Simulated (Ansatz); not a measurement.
## InCuS2, response to strain

The reference is InCuS$_{2}$ in the chalcopyrite structure (space group I-42d, No. 122).

```yaml
crystal:
  lattice:
    - [-2.78850, 2.78850, 5.61719]
    - [2.78850, -2.78850, 5.61719]
    - [2.78850, 2.78850, -5.61719]
  atoms:
    - { symbol: Cu, position: [0.75000, 0.25000, 0.50000] }
    - { symbol: Cu, position: [0.00000, 0.00000, 0.00000] }
    - { symbol: In, position: [0.25000, 0.75000, 0.50000] }
    - { symbol: In, position: [0.50000, 0.50000, 0.00000] }
    - { symbol: S, position: [0.09504, 0.12500, 0.47004] }
    - { symbol: S, position: [0.65496, 0.62500, 0.52996] }
    - { symbol: S, position: [0.37500, 0.90496, 0.02996] }
    - { symbol: S, position: [0.87500, 0.34504, 0.97004] }
```

Strains are applied to the cell and any free atomic positions relax.

Method: PBE (Ansatz, a program for electronic structure, PAW, spin-orbit coupling left out).

Notes on the quantities. pressure: mean of the normal stresses, compression positive.

```
isotropic strain (%)  pressure (GPa)
--------------------  --------------
-5.41                           16.2
0                                0.0
0.93                            -1.7
1.1                                ?
2.4                             -3.9
```

Question: Fit P = P₀ − Bδ + Cδ² with δ = (1 + ε)³ − 1 to the rows shown and predict the withheld row.

Answer: Least squares on the printed values gives P₀ = 0.0 GPa, B = 70.0 GPa (at held cell shape), C = 228 GPa (largest residual 0.1 GPa); this predicts -2.0 GPa, and the run gives -2.0 GPa, in agreement.

Stability against distortions was not tested. The final runs are not spin-polarised.
